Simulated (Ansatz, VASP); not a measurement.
**Two plane-wave programs on Ir**

File INCAR:

```
PREC     = Accurate       # precision mode
ENCUT    = 520            # plane-wave cutoff, eV
EDIFF    = 1E-8           # SCF threshold, eV
ISMEAR   = -1             # smearing method
SIGMA    = 0.05           # smearing width, eV
LREAL    = False          # projectors in reciprocal space
LASPH    = True           # aspherical terms in the spheres
NELM     = 100            # most SCF steps
ALGO     = Normal         # electronic algorithm
ISIF     = 2              # what is computed and relaxed
LWAVE    = False          # write WAVECAR
LCHARG   = False          # write CHGCAR
GGA      = PE             # functional
LEFG     = True         
NBANDS   = 10             # bands
```

File KPOINTS:

```
regular mesh
0
Gamma
  15 15 15
```

The input POSCAR:

```
Ir
1.0
    0.0000000000      1.9197000000      1.9197000000
    1.9197000000      0.0000000000      1.9197000000
    1.9197000000      1.9197000000      0.0000000000
Ir
1
Direct
    0.0000000000      0.0000000000      0.0000000000
```

Input for Ansatz:

```yaml
crystal:
  lattice:
    - [0.0, 1.9197, 1.9197]
    - [1.9197, 0.0, 1.9197]
    - [1.9197, 1.9197, 0.0]
  atoms:
    - { symbol: Ir, position: [0.0, 0.0, 0.0] }
kpoints:
  mp_grid: { grid: [15, 15, 15] }
  band_path:
    path:
      - [0.0, 0.0, 0.0]
      - [0.5, 0.0, 0.5]
      - [0.625, 0.25, 0.625]
      - [0.375, 0.375, 0.75]
      - [0.0, 0.0, 0.0]
      - [0.5, 0.5, 0.5]
      - [0.5, 0.25, 0.75]
      - [0.5, 0.0, 0.5]
    npoints: 14
scf:
  occupations: { method: fermi_dirac, width: 0.05 }
hamiltonian:
  xc: pbe
  pseudopotentials: { kind: paw }
output:
  forces: true
  stress: true
  eigenvalues: true
  efg: { contact_densities: true }
  populations: true
  bader: true
  dos: { projected: true, de: 0.2, e_range: [-14, 8] }
  write_density: true
  write_potential: true
  elf: true
  volumetric_format: npy
```

Alike in both runs: task electric field gradients; functional PBE; k mesh 15 × 15 × 15; occupations fermi-dirac, width 0.05 eV; no spin polarisation.

|  | VASP | Ansatz |
| --- | --- | --- |
| version | VASP 6.6.1 | Ansatz 0.2.0 |
| potentials or method | VASP PAW PBE potentials, release 64 (Ir) | PAW with Ansatz's default frozen-core files, scalar-relativistic |
| plane-wave cutoff (eV) | 520 | 420 |
| valence electrons in the cell | 9 | 17 |

Ansatz gave:

```
pressure (GPa)                                                 : 8.9
Vzz of the field gradient on the site that differs most (V/Å²) : 0.0
```

Problem. What did VASP give for the same quantities?

Solution. Pressure (GPa): 9.5; Vzz of the field gradient on the site that differs most (V/Å²): 0.0.

With one functional, cell and mesh, what is left measures potentials, basis and numerics. The two sets of potentials don't hold the same shells in valence. Ansatz warned: «gradients_without_spin_orbit».

The runs have no spin-orbit coupling, so splittings on Ir are missing.
